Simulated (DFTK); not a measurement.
Runs of DFTK 0.8.2 on As. It takes space group R-3m (No. 166, trigonal). The conventional cell has a = 3.762 Å, b = 3.762 Å, c = 10.542 Å, α = 90.00°, β = 90.00°, γ = 120.00°. As (site symmetry 3m) is surrounded by 3 As at 2.51 Å. 

| task | level | potentials or basis | k mesh | cutoff (eV) | valence electrons | SCF solver | mesh quality | gap on the mesh (eV) | pressure (GPa) | V0 of scaled cells (Å³/atom) | B0 (GPa) | largest force (eV/Å) |
| --- | --- | --- | --- | --- | --- | --- | --- | --- | --- | --- | --- | --- |
| equation of state | LDA | cp2k.nc.sr.lda.v0_1.largecore.gth (LDA, GTH) | 6 × 6 × 6 | 544 | As 5 | - | not flagged | - | - | 20.99 | 82 | - |
| equation of state | AM05 | SPMS 1.0 (PBE) | 5 × 5 × 5 | 816 | As 15 | - | coarse | - | - | (a) | 77 | - |
| band structure | r2SCAN | cp2k.nc.sr.pbe.v0_1.largecore.gth (PBE, GTH) | 7 × 7 × 7 | 707 | As 5 | ScfAndersonSolver | not flagged | - | 2.9 | - | - | 0.27 |
| equation of state | PBEsol | cp2k.nc.sr.pbe.v0_1.semicore.gth (PBE, GTH) | 6 × 6 × 6 | 544 | As 5 | - | not flagged | - | - | 22.03 | 76 | - |
| band structure | LDA | cp2k.nc.sr.lda.v0_1.semicore.gth (LDA, GTH) | 9 × 9 × 9 | 544 | As 5 | - | not flagged | none | (b) | - | - | (c) |
| band structure | BJ06 | cp2k.nc.sr.pbe.v0_1.semicore.gth (PBE, GTH) | 7 × 7 × 7 | 707 | As 5 | - | not flagged | none | - | - | - | - |
| band structure | PBEsol | SG15 1.2 (PBE) | 8 × 8 × 8 | 952 | As 5 | - | not flagged | none | 2.3 | - | - | 0.59 |
| band structure | PBE | SG15 1.2 (PBE) | 8 × 8 × 8 | 952 | As 5 | - | not flagged | none | 4.0 | - | - | 0.48 |
| band structure | TASK | cp2k.nc.sr.pbe.v0_1.semicore.gth (PBE, GTH) | 7 × 7 × 7 | 707 | As 5 | ScfAndersonSolver | not flagged | - | 5.9 | - | - | (d) |

Alike in all rows: no spin polarisation; cell as given; smearing fermi-dirac 0.05 eV.

Task: Fill in the values left out.

Result: (a) 21.47; (b) -2.4; (c) 0.21; (d) 0.02.

Caveats: some runs use coarse meshes; GTH potentials come without recommended cutoffs, and this one wasn't checked for convergence (some runs); the potentials were made for another functional, which shifts forces and pressure (some runs); the cell was scaled at fixed shape and fractional positions, which overstates the stiffness of a crystal with free parameters, most of all of layers and chains (some runs); the program warned that the kinetic-energy density falls under its von Weizsäcker bound, which can give unphysical results (some runs); the program leaves the constant c of mgga_x_tb09 at 1, so the potential is Becke-Johnson's (BJ06) and not Tran and Blaha's, with levels but no total energy (some runs).

A k mesh can miss the band edges, and the runs leave out spin-orbit coupling on As.

A gap of «none» marks a metal or a gap under the smearing width.

Not every run made on this cell is shown here.
